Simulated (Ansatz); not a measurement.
The system is BAs.

```
B As
1.0
     2.95701    0.00000    0.00000
     0.00000    2.95701    0.00000
     0.00000    0.00000    2.95701
B As
1 1
Cartesian
  1.4785 1.4785 1.4785
  0.0000 0.0000 0.0000
```

The cell was built by a generator and needn't be a form met in nature.

* Program: Ansatz 0.2.0
* Task: relaxation of cell and atoms
* Functional: PBE0
* Potentials or basis: Ansatz PAW
* Cutoff: 420 eV (not typed: the program's choice for these potentials)
* k mesh: 5 × 5 × 5
* Occupations: fermi-dirac, width 0.05 eV
* Spin: no spin polarisation

At the start: volume 12.93 Å³/atom.

Task: How do energy, volume and symmetry change on relaxing?

Result: It ends after 7 steps and the volume is 11.88 Å³/atom (-8.1 %); space group Pm-3m (No. 221, to 0.05 Å).

Step by step:
```
step  energy change (eV)  largest force (eV/Å)  volume (Å³)
   1              0.0000                0.0000        25.86
   2             -0.0599                0.0000        23.19
   3             -0.0658                0.0000        23.91
   4             -0.0663                0.0000        23.78
   5             -0.0652                0.0000        23.78
   6             -0.0652                0.0000        23.77
   7             -0.0652                0.0000        23.77
```

Final structure:
```
B As
1.0
     2.87520    0.00000    0.00000
     0.00000    2.87520    0.00000
     0.00000    0.00000    2.87520
B As
1 1
Direct
  0.50000 0.50000 0.50000
  0.00000 0.00000 0.00000
```

Caveat: the k mesh is coarse (spacing up to 0.42 Å⁻¹), so the values aren't converged, least of all with exact exchange; the plane-wave basis is chosen anew once the cell has moved, so the energies of steps on either side of that aren't comparable; the PAW data sets come from PBE, with cores solved anew for the run's functional, which leaves a small shift of forces and pressure.
